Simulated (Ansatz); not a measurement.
Mo, hcp: how the functional moves the structure

All rows: Ansatz, plane waves with scalar-relativistic PAW, 420 eV (500 eV for the SCAN forms), relaxed under each functional, no dispersion correction, no zero-point motion. B₀ comes from uniform scaling at fixed shape; a dash is a value not given.

| functional | V (Å³/atom) | cell | B₀ (GPa) | magnetic state | ΔE to bcc (meV/atom) |
| --- | --- | --- | --- | --- | --- |
| PBE | 16.12 | a = 2.760 Å, c = 4.886 Å (c/a = 1.771) | 239 | spin not included | 441 |
| r²SCAN | 15.97 | a = 2.738 Å, c = 4.919 Å (c/a = 1.796) | 250 | spin not included | 500 |
| PBEsol | 15.61 | a = 2.734 Å, c = 4.823 Å (c/a = 1.764) | 258 | spin not included | 452 |
| revPBE | 16.28 | a = 2.768 Å, c = 4.909 Å (c/a = 1.774) | 232 | spin not included | 438 |
| RPBE | 16.35 | a = 2.771 Å, c = 4.918 Å (c/a = 1.775) | 229 | spin not included | 436 |

Problem. What does BLYP give?

Solution. V (Å³/atom): 16.78; cell: a = 2.791 Å, c = 4.974 Å (c/a = 1.782); B₀ (GPa): 215; magnetic state: spin not included; ΔE to bcc (meV/atom): 397.
